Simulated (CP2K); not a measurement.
# EuS under changes of volume

One of the cells (26.424 Å³/atom); the others are scaled copies at fixed shape and fractional positions:

```
CELL_PARAMETERS angstrom
4.21224 0.00000 0.00000
2.10612 3.64790 0.00000
2.10612 1.21597 3.43928
ATOMIC_POSITIONS crystal
Eu 0.00000 0.00000 0.00000
S 0.50000 0.50000 0.50000
```

| Property | Result |
| --- | --- |
| Program | CP2K 2026.2 |
| Functional | PBE |
| Potentials or basis | GTH_POTENTIALS Eu GTH-PBE-q17; POTENTIAL_UZH S GTH-PBE-q6; DZVP-MOLOPT-SR-GTH, DZVP-MOLOPT-PBE-GTH basis |
| Density cutoff | 6123 eV |
| k mesh | 8 × 8 × 8 |
| Occupations | fermi-dirac, width 0.05 eV |
| Spin | collinear spin, ferromagnetic start |
| Starting moments | [7.0, 0.0] μB |

```csv
volume (Å³/atom),energy over the lowest point (meV/atom),pressure (GPa)
24.838,36.41,5.3
25.367,21.31,3.9
25.895,10.59,2.6
26.424,3.78,1.5
26.952,0.07,0.5
27.481,0.00,-0.5
28.009,?,?
```

Problem. What does the run at 28.009 Å³/atom give?

Solution. Energy over the lowest point 2.95 meV/atom; pressure -1.3 GPa.

Worked out: A Birch-Murnaghan fit of order 3 (a polynomial in V^(-2/3)) to the other rows has its minimum at 27.26 Å³/atom with B0 = V·E''(V) = 47 GPa and B' = 3.8. It gives 2.61 meV/atom at 28.009 Å³/atom, against the run's 2.95, and -dE/dV = -1.2 GPa, against -1.3.

Energies are extrapolated to zero smearing.

Caveats: the basis of atomic orbitals isn't converged, which shifts pressures, moduli and gaps; the total moment is fixed, so each spin has its own Fermi level; a cell with one magnetic atom can't hold antiferromagnetic order, which such compounds often take; without U or exact exchange the open f shell lies at the Fermi level, which spoils levels, moments and volumes.
